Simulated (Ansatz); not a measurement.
WS$_{2}$, DFT, PBEsol, all-electron LAPW, scalar-relativistic (Ansatz 0.2.0), run on 1 thread of Intel(R) Xeon(R) 6975P-C (Granite Rapids) on a shared host.

The cell is COD entry 9012192, as deposited and not checked against the literature; nothing was relaxed. The listed cell was then made from it by scaling, straining or moving an atom.

Command: `ansatz run input.yaml --threads 1 --pin off --max-ram 4096MiB --backend cpu --events-out ev --progress --plain --runs-dir out`

```yaml
crystal:
  lattice:
    - [1.610580392, 0.9298690228, 6.16333]
    - [-1.610580392, 0.9298690228, 6.16333]
    - [0.0, -1.8597380457, 6.16333]
  atoms:
    - { symbol: W, position: [0.0, 0.0, 0.0] }
    - { symbol: S, position: [0.7503, 0.7503, 0.7503] }
    - { symbol: S, position: [0.581, 0.581, 0.581] }
kpoints:
  mp_grid: { grid: [15, 15, 15] }
  band_path:
    path:
      - [0.0, 0.0, 0.0]
      - [0.5, 0.5, 0.5]
      - [0.8181585864, 0.1818414136, 0.5]
      - [0.5, -0.1818414136, 0.1818414136]
      - [0.5, 0.0, 0.0]
      - [0.0, 0.0, 0.0]
      - [0.3409207068, -0.3409207068, 0.0]
      - [0.6590792932, 0.0, 0.3409207068]
      - [0.5, 0.0, 0.5]
    npoints: 5
scf:
  occupations: { method: fermi_dirac, width: 0.03 }
hamiltonian:
  xc: pbesol
  pseudopotentials: { kind: all_electron, lapw: { basis_error: 0.001 } }
output:
  forces: true
  stress: true
  eigenvalues: true
```

(1) How large is the problem that the program sets up?

(2) Estimate the wall time and the peak memory.

Results:

(1) 344 irreducible k-points, 611 plane waves at Γ, 44 bands.

(2) 3 min of wall time for 10 SCF iterations, with a peak of 1.4 GiB. Times on shared machines scatter by tens of per cent.
